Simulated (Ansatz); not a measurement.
Calculated 17O NMR of the central transition for LaH3O3

Cell: a computed structure from the Materials Project (it need not be an observed phase).

Space group P2_1/m (No. 11); a = 6.6168, b = 3.8322, c = 6.6647 Å, β = 119.33°.

```csv
site,Wyckoff,site symmetry,x,y,z
La,2e,m,0.1636,0.7500,0.8300
H3,2e,m,0.6355,0.7500,0.3514
H4,2e,m,0.6399,0.7500,0.8015
H5,2e,m,0.2161,0.7500,0.3561
O9,2e,m,0.5858,0.7500,0.1875
O10,2e,m,0.8067,0.7500,0.9015
O11,2e,m,0.1052,0.7500,0.4127
```

One atom of each set is listed.

The numbers come from a DFT calculation in Ansatz (r2SCAN, plane waves and PAW, scalar-relativistic, 500 eV cutoff, Γ-centred 4×6×4 k-points, Fermi–Dirac smearing 0.02 eV).

17O has I = 5/2 and Q = -25.58 mb (Pyykkö 2018); at 7.05 T its Larmor frequency is ν₀ = 40.7 MHz. Only the quadrupole interaction is simulated: positions count from each site's isotropic chemical shift, and J coupling is left out, as are shift anisotropy and dipolar coupling, which fast spinning averages.

Q: Give C_Q, η, the quadrupolar product P_Q = |C_Q|(1 + η²/3)^½, the second-order isotropic shift and the breadth of the pattern (fast magic-angle spinning) for each O site.

A: 

```tsv
site	first shell	C_Q (MHz)	η	P_Q (MHz)	δ_QIS (ppm)	breadth (kHz)
O9	1 H at 0.97 Å; also 3 La at 2.57–2.64 Å	-8.13	0.03	8.13	-240	21.1
O10	1 H at 0.97 Å; also 3 La at 2.56–2.63 Å	-7.97	0.03	7.97	-230	20.3
O11	1 H at 0.98 Å; also 3 La at 2.58–2.61 Å	-8.12	0.04	8.12	-239	21.1
```

δ_QIS = −(ν_Q²/30ν₀²)[I(I+1) − 3/4](1 + η²/3) × 10⁶ ppm with ν_Q = 3|C_Q|/[2I(2I−1)]; it falls as 1/B₀² in ppm, and the breadth as 1/B₀ in kHz.

The broadest static pattern spans 52 kHz. The table holds for spinning faster than that; slower spinning leaves sidebands.

At O9, O10 and O11 V_zz points along its bond to H (within 2°) in each case.

The largest force is 0.5 eV/Å, so the atoms aren't at the calculated equilibrium and relaxing them would move these values.
